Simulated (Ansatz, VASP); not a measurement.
# SnO in VASP and in Ansatz

```
Sn O
1.0
    -4.02423    2.98365    1.70049
     4.02423   -2.98365    1.70049
     4.02423    2.98365   -1.70049
Sn O
2 2
Direct
  0.00000 0.00000 0.50000
  0.00000 0.50000 0.00000
  0.00033 0.25033 0.75000
  0.99967 0.74967 0.25000
```

Alike in both runs: functional PBE; k mesh 6 × 6 × 6; occupations gaussian, width 0.1 eV; no spin polarisation.

Ansatz relaxed the structure, and its values are those at the end. VASP's run is a single point on that final structure, the one shown.

|  | VASP | Ansatz |
| --- | --- | --- |
| version | VASP 6.6.1 | Ansatz 0.2.0 |
| potentials or method | VASP PAW PBE potentials, release 64 (Sn_d, O) | scalar-relativistic, plane waves, PAW |
| plane-wave cutoff (eV) | 520 | 420 |
| valence electrons in the cell | 40 | 40 |

```csv
,VASP,Ansatz,Ansatz less VASP
gap on the k mesh at the Fermi level (eV),none,none,-
pressure (GPa),0.2,0.1,-0.16
```

A gap of «none» marks a metal or a gap that the smearing closes.
